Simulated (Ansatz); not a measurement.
# CuO (zincblende): one cell, many starting occupations (series 2), part 2 of 2

How far apart do the states of CuO (zincblende) lie when only the starting occupations change? Cell and atoms stay fixed. The cell was built by placing the elements on the sites of a structure type; the runs don't test whether it is the stable form.

Ansatz 0.2.0; DFT PBE without U, plane waves, PAW. Earlier steps stand in the parts before.

**4. Random orbitals: single harmonics, first filling**

input.yaml

```yaml
crystal:
  lattice:
    - [0.0, 2.32725273, 2.32725273]
    - [2.32725273, 0.0, 2.32725273]
    - [2.32725273, 2.32725273, 0.0]
  atoms:
    - { symbol: Cu, position: [0.0, 0.0, 0.0], spin: 1.0 }
    - { symbol: O, position: [0.25, 0.25, 0.25] }
basis:
  ecutwfc: 420
  ecutrho_ratio: 4
kpoints:
  mp_grid: { grid: [7, 7, 7] }
hamiltonian:
  xc: pbe
  hubbard:
    sites:
      - { site: 0, l: d, u_eff: 0.0, starting_ns: [{ spin: up, occupation_matrix: s0up }, { spin: down, occupation_matrix: s0down }] }
    occupation_matrices:
      s0up:
        matrix:
          - [0.97, 0.0, 0.0, 0.0, 0.0]
          - [0.0, 0.97, 0.0, 0.0, 0.0]
          - [0.0, 0.0, 0.97, 0.0, 0.0]
          - [0.0, 0.0, 0.0, 0.97, 0.0]
          - [0.0, 0.0, 0.0, 0.0, 0.97]
      s0down:
        matrix:
          - [0.97, 0.0, 0.0, 0.0, 0.0]
          - [0.0, 0.97, 0.0, 0.0, 0.0]
          - [0.0, 0.0, 0.02, 0.0, 0.0]
          - [0.0, 0.0, 0.0, 0.97, 0.0]
          - [0.0, 0.0, 0.0, 0.0, 0.97]
    ns_hold: { iters: 5 }
scf:
  occupations: { method: gaussian, width: 0.05 }
  lower_state_search: "off"
  max_iter: 150
output:
  forces: true
  stress: true
  eigenvalues: true
  populations: true
  hubbard: { sites: [{ site: 0, l: d }] }
magnetization:
  spin_polarized: true
```

The typed matrices put 0.97 on the chosen orbitals and 0.02 on the others, and are held for 5 cycles.

Started as:

```sh
$ ansatz run input.yaml --threads 2 --pin off --max-ram 3072MiB --backend cpu --events-out ev --progress --plain --runs-dir out
```

What it wrote, cut to the lines that bear on the results:

```text
Warning: crystal.symmetry: narrowed to the stabiliser of the occupation matrices — unitary ops 24 → 8; lowered by the specified shell (site 0, l: d); largest admitted image defect 1.1e-15, smallest excluded 9.5e-1 — at a splitting's scale: the group the occupation matrices' own texture admits
Warning: RAYON_NUM_THREADS=2 ignored (pool sized by the plan → 2); use --threads N
Cu: projections on atomic orbitals take those of the free atom [Ne] 3s2 3p6 3d10 4s1, of charge +0.00 (hamiltonian.pseudopotentials.projection_atoms); the dataset's partial waves leave at most 2.0e-6 of an orbital's norm unspanned inside its sphere
O: projections on atomic orbitals take those of the free atom [He] 2s2 2p4, of charge +0.00 (hamiltonian.pseudopotentials.projection_atoms); the dataset's partial waves leave at most 1.9e-8 of an orbital's norm unspanned inside its sphere
[...]
Pseudopotentials: kind: paw
Pseudopotential: Cu, paw, valence charge 19, recommended cutoff 420 eV (normal), Cu.paw.azcp
Pseudopotential: O, paw, valence charge 6, recommended cutoff 420 eV (normal), O.paw.azcp
Functional definition: PBE
[...]
Crystal: 2 atoms, lattice volume = 25.209 Å³
[...]
WARN: hamiltonian.hubbard: on 1 of 2 specified blocks the occupation matrix of this SCF's result fails the test of the specified filling. At site 0 ↓ (sites count from 0 in the list of atoms of the cell that this SCF solves) the least filled combination of the orbitals specified full has [...]
        0.000000       0.000000      -9.123155
  P = ⅓ Tr σ = -9.1232 GPa (-91.232 kbar)
--- Band table (eV; the first three rows and the last of 80) ---
  k-point 0 ↑: bands = ["-103.8589", "-61.2267", "-61.2267", "-61.2267", "-10.1421", "3.7505", "3.7505", "3.7505", "6.3376", "6.3376", "8.7871", "8.7871", "8.7871", "9.1110", "22.0723", "22.0723", "22.0723"]
[...]
Occupation matrices written to <dir>
--- Löwdin populations: 2 sites ---
  site symbol       q [e]    m [muB]
     0     Cu     17.9182     0.3586
     1      O      6.9348     0.2860
  spilling = 0.005880 (of n_electrons = 25.000000)
--- Occupation matrices: 1 shell (run DFT+U table (all-electron-ortho-atomic); ε = 2.00e-2, provisional) ---
  Cu0 d_3D: site group Td (-43m)
  Cu0 d_3D up     Tr n = 4.8870  λ = 0.966 0.966 0.966 0.995 0.995  [3× xz 0.33 (T2 1.00) T2(1.00) | 2× z2 0.50 (E 1.00) E(1.00)]
  Cu0 d_3D dn     Tr n = 4.5189  λ = 0.858 0.858 0.858 0.973 0.973  [3× xz 0.33 (T2 1.00) T2(1.00) | 2× z2 0.50 (E 1.00) E(1.00)]
  specified occupation → Cu0 d_3D up: matrix, ‖Δ‖_F = 0.0355, Tr Δ = -0.0370, displaced = 0.0307, d_λ = 0.0355; orbital distance = 0.0000
  specified occupation → Cu0 d_3D dn: matrix, ‖Δ‖_F = 0.8527, Tr Δ = -0.6189, displaced = 0.5338, d_λ = 0.8527; orbital distance = 0.8165
  Tr n, λ and their labels are of the run-group-symmetrised matrices; stabiliser: 24 of 48 elements of G0×{1,Θ} (closed), max defect 1.1e-6 at τ = 4.2e-3
```

It took 9.8 s on 2 threads of Arm Neoverse N1, shared host; peak memory 0.32 GiB.

It ends with no gap, pressure -9.1 GPa, moments in spheres Cu 0.40; O 0.23 μB, largest force component 0.00 eV/Å, 8 symmetry operations imposed. The program reports that the typed filling wasn't kept.

The shells' filling, with natural orbitals sorted by occupation:

```tsv
shell	channel	electrons	over 0.8	0.2 to 0.8	under 0.2
Cu 3d (atom 1)	up	4.89	5	0	0
Cu 3d (atom 1)	down	4.52	5	0	0
```

**5. Random orbitals: fully mixed, one electron more**

input.yaml, as its differences from that of step 4:

```diff
@@ -6,3 +6,3 @@
   atoms:
-    - { symbol: Cu, position: [0.0, 0.0, 0.0], spin: 1.0 }
+    - { symbol: Cu, position: [0.0, 0.0, 0.0], spin: 0.3 }
     - { symbol: O, position: [0.25, 0.25, 0.25] }
@@ -30,3 +30,3 @@
           - [0.0, 0.97, 0.0, 0.0, 0.0]
-          - [0.0, 0.0, 0.02, 0.0, 0.0]
+          - [0.0, 0.0, 0.97, 0.0, 0.0]
           - [0.0, 0.0, 0.0, 0.97, 0.0]
```

At this filling each channel is wholly full or empty, so no choice of orbitals remains. The typed matrices put 0.97 on the chosen orbitals and 0.02 on the others, and are held for 5 cycles.

Started as:

```sh
$ ansatz run input.yaml --threads 2 --pin off --max-ram 3072MiB --backend cpu --events-out ev --progress --plain --runs-dir out
```

What it wrote, cut to the lines that bear on the results:

```text
Warning: RAYON_NUM_THREADS=2 ignored (pool sized by the plan → 2); use --threads N
Cu: projections on atomic orbitals take those of the free atom [Ne] 3s2 3p6 3d10 4s1, of charge +0.00 (hamiltonian.pseudopotentials.projection_atoms); the dataset's partial waves leave at most 2.0e-6 of an orbital's norm unspanned inside its sphere
O: projections on atomic orbitals take those of the free atom [He] 2s2 2p4, of charge +0.00 (hamiltonian.pseudopotentials.projection_atoms); the dataset's partial waves leave at most 1.9e-8 of an orbital's norm unspanned inside its sphere
[...]
Pseudopotentials: kind: paw
Pseudopotential: Cu, paw, valence charge 19, recommended cutoff 420 eV (normal), Cu.paw.azcp
Pseudopotential: O, paw, valence charge 6, recommended cutoff 420 eV (normal), O.paw.azcp
Functional definition: PBE
[...]
Crystal: 2 atoms, lattice volume = 25.209 Å³
[...]
Occupation matrices written to <dir>
--- Löwdin populations: 2 sites ---
  site symbol       q [e]    m [muB]
     0     Cu     17.9228     0.0754
     1      O      6.9309     0.0563
  spilling = 0.005849 (of n_electrons = 25.000000)
--- Occupation matrices: 1 shell (run DFT+U table (all-electron-ortho-atomic); ε = 2.00e-2, provisional) ---
  Cu0 d_3D: site group Td (-43m)
  Cu0 d_3D up     Tr n = 4.7445  λ = 0.923 0.923 0.923 0.988 0.988  [3× xz 0.33 (T2 1.00) T2(1.00) | 2× z2 0.50 (E 1.00) E(1.00)]
  Cu0 d_3D dn     Tr n = 4.6687  λ = 0.901 0.901 0.901 0.983 0.983  [3× xz 0.33 (T2 1.00) T2(1.00) | 2× z2 0.50 (E 1.00) E(1.00)]
  specified occupation → Cu0 d_3D up: matrix, ‖Δ‖_F = 0.0851, Tr Δ = +0.1055, displaced = 0.0881, d_λ = 0.0851; orbital distance = 0.0000
  specified occupation → Cu0 d_3D dn: matrix, ‖Δ‖_F = 0.1212, Tr Δ = +0.1813, displaced = 0.1168, d_λ = 0.1212; orbital distance = 0.0000
  Tr n, λ and their labels are of the run-group-symmetrised matrices; stabiliser: 24 of 48 elements of G0×{1,Θ} (closed), max defect 3.2e-15 at τ = 4.2e-3
```

It took 5.9 s on 2 threads of Arm Neoverse N1, shared host; peak memory 0.29 GiB.

Result: no gap, pressure -9.7 GPa, moments in spheres Cu 0.08 μB, largest force component 0.00 eV/Å, 24 symmetry operations imposed.

How the shells are filled (orbitals counted by the eigenvalues of the occupation matrices):

```tsv
shell	channel	electrons	over 0.8	0.2 to 0.8	under 0.2
Cu 3d (atom 1)	up	4.74	5	0	0
Cu 3d (atom 1)	down	4.67	5	0	0
```

**6. Random orbitals: drawn by pairs, first filling**

input.yaml, as its differences from that of step 5:

```diff
@@ -6,3 +6,3 @@
   atoms:
-    - { symbol: Cu, position: [0.0, 0.0, 0.0], spin: 0.3 }
+    - { symbol: Cu, position: [0.0, 0.0, 0.0], spin: 1.0 }
     - { symbol: O, position: [0.25, 0.25, 0.25] }
@@ -30,6 +30,6 @@
           - [0.0, 0.97, 0.0, 0.0, 0.0]
-          - [0.0, 0.0, 0.97, 0.0, 0.0]
+          - [0.0, 0.0, 0.25587, 0.0, -0.41042]
           - [0.0, 0.0, 0.0, 0.97, 0.0]
-          - [0.0, 0.0, 0.0, 0.0, 0.97]
-    ns_hold: { iters: 5 }
+          - [0.0, 0.0, -0.41042, 0.0, 0.73413]
+    ns_hold: until_converged
 scf:
```

The typed matrices put 0.97 on the chosen orbitals and 0.02 on the others, and are held until the SCF converges, then released.

Started as:

```sh
$ ansatz run input.yaml --threads 2 --pin off --max-ram 3072MiB --backend cpu --events-out ev --progress --plain --runs-dir out
```

What it wrote, cut to the lines that bear on the results:

```text
Warning: crystal.symmetry: narrowed to the stabiliser of the occupation matrices — unitary ops 24 → 2; lowered by the specified shell (site 0, l: d); largest admitted image defect 4.4e-16, smallest excluded 4.1e-1 — at a splitting's scale: the group the occupation matrices' own texture admits
Warning: RAYON_NUM_THREADS=2 ignored (pool sized by the plan → 2); use --threads N
Cu: projections on atomic orbitals take those of the free atom [Ne] 3s2 3p6 3d10 4s1, of charge +0.00 (hamiltonian.pseudopotentials.projection_atoms); the dataset's partial waves leave at most 2.0e-6 of an orbital's norm unspanned inside its sphere
O: projections on atomic orbitals take those of the free atom [He] 2s2 2p4, of charge +0.00 (hamiltonian.pseudopotentials.projection_atoms); the dataset's partial waves leave at most 1.9e-8 of an orbital's norm unspanned inside its sphere
[...]
Pseudopotentials: kind: paw
Pseudopotential: Cu, paw, valence charge 19, recommended cutoff 420 eV (normal), Cu.paw.azcp
Pseudopotential: O, paw, valence charge 6, recommended cutoff 420 eV (normal), O.paw.azcp
Functional definition: PBE
[...]
Crystal: 2 atoms, lattice volume = 25.209 Å³
[...]
WARN: hamiltonian.hubbard: on 1 of 2 specified blocks the occupation matrix of this SCF's result fails the test of the specified filling. At site 0 ↓ (sites count from 0 in the list of atoms of the cell that this SCF solves) the least filled combination of the orbitals specified full has [...]
        0.000053       0.000000      -9.122795
  P = ⅓ Tr σ = -9.1228 GPa (-91.228 kbar)
--- Band table (eV; the first three rows and the last of 200) ---
  k-point 0 ↑: bands = ["-103.8589", "-61.2268", "-61.2268", "-61.2268", "-10.1421", "3.7505", "3.7505", "3.7505", "6.3375", "6.3375", "8.7870", "8.7870", "8.7870", "9.1110", "22.0723", "22.0723", "22.0723"]
[...]
Occupation matrices written to <dir>
--- Löwdin populations: 2 sites ---
  site symbol       q [e]    m [muB]
     0     Cu     17.9182     0.3586
     1      O      6.9348     0.2860
  spilling = 0.005880 (of n_electrons = 25.000000)
--- Occupation matrices: 1 shell (run DFT+U table (all-electron-ortho-atomic); ε = 2.00e-2, provisional) ---
  Cu0 d_3D: site group Td (-43m)
  Cu0 d_3D up     Tr n = 4.8870  λ = 0.966 0.966 0.966 0.995 0.995  [3× xz 0.33 (T2 1.00) T2(1.00) | 2× z2 0.50 (E 1.00) E(1.00)]
  Cu0 d_3D dn     Tr n = 4.5189  λ = 0.858 0.858 0.858 0.973 0.973  [3× xz 0.33 (T2 1.00) T2(1.00) | 2× z2 0.50 (E 1.00) E(1.00)]
  specified occupation → Cu0 d_3D up: matrix, ‖Δ‖_F = 0.0355, Tr Δ = -0.0370, displaced = 0.0307, d_λ = 0.0355; orbital distance = 0.0000
  specified occupation → Cu0 d_3D dn: matrix, ‖Δ‖_F = 0.8527, Tr Δ = -0.6189, displaced = 0.5338, d_λ = 0.8527; orbital distance = 0.8165
  Tr n, λ and their labels are of the run-group-symmetrised matrices; stabiliser: 24 of 48 elements of G0×{1,Θ} (closed), max defect 6.5e-6 at τ = 4.2e-3
```

Wall time 39 s (2 threads of Arm Neoverse N1, shared host); peak memory 0.39 GiB.

Result: no gap, pressure -9.1 GPa, moments in spheres Cu 0.40; O 0.23 μB, largest force component 0.00 eV/Å, 2 symmetry operations imposed. The program reports that the typed filling wasn't kept.

How the shells are filled (orbitals counted by the eigenvalues of the occupation matrices):

```tsv
shell	channel	electrons	over 0.8	0.2 to 0.8	under 0.2
Cu 3d (atom 1)	up	4.89	5	0	0
Cu 3d (atom 1)	down	4.52	5	0	0
```

**7. The states in order of energy**

What follows sums up all 2 parts.

Energies count from the lowest free state and have the smearing extrapolated to zero.

| start | energy (meV/atom) | gap (eV) | pressure (GPa) | largest moment (μB) | SCF cycles | time |
| --- | --- | --- | --- | --- | --- | --- |
| from atoms, default search (earlier series) | 0.0 | metal | -9.1 | 0.40 | 12 | 4.1 s |
| random orbitals: drawn by pairs, first filling | 0.0 | metal | -9.1 | 0.40 | 27 | 39 s |
| random orbitals: fully mixed, first filling | 0.0 | metal | -9.1 | 0.40 | 31 | 77 s |
| random orbitals: single harmonics, first filling | 0.0 | metal | -9.1 | 0.40 | 18 | 9.8 s |
| random orbitals: single harmonics, second filling | 0.0 | metal | -9.1 | 0.40 | 26 | 15 s |
| random orbitals: fully mixed, one electron more | 1.4 | metal | -9.7 | 0.08 | 20 | 5.9 s |

The 6 free runs end at 2 energies more than 1 meV/atom apart (states closer than that can still differ), spread over 1 meV/atom; the lowest came from «from atoms, default search (earlier series)» and 4 more starts. The run with the program's default settings reaches the lowest one found. The lowest state found need not be the ground state, and the geometry wasn't relaxed for any of them.
